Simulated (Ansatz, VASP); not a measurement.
# One calculation of NbH, two programs

```
Nb H
1.0
    -1.60696    1.60696    1.98430
     1.60696   -1.60696    1.98430
     1.60696    1.60696   -1.98430
Nb H
1 1
Direct
  0.00000 0.00000 0.00000
  0.50000 0.50000 0.00000
```

The cell comes from a database or a generator and needn't be the stable form of this composition.

Alike in both runs: task single point; functional PBEsol; k mesh 22 × 22 × 22; occupations gaussian, width 0.15 eV; no spin polarisation.

|  | VASP | Ansatz |
| --- | --- | --- |
| version | VASP 6.6.1 | Ansatz 0.2.0 |
| potentials or method | VASP PAW PBE potentials, release 64 (Nb_sv, H) | scalar-relativistic, plane waves, PAW |
| plane-wave cutoff (eV) | 520 | 420 |
| valence electrons in the cell | 14 | 14 |

|  | VASP | Ansatz | Ansatz less VASP |
| --- | --- | --- | --- |
| gap on the k mesh at the Fermi level (eV) | none | none | - |
| pressure (GPa) | -7.9 | -7.6 | +0.33 |
| largest component of the traceless stress (GPa) | 0.30 | 0.29 | -0.007 |

A gap of «none» marks a metal or a gap that the smearing closes. The functional is the same, so the differences come from potentials, cutoffs and numerics.

Caveats: the PAW data sets were made with another functional, which shifts forces and pressure a little (VASP).
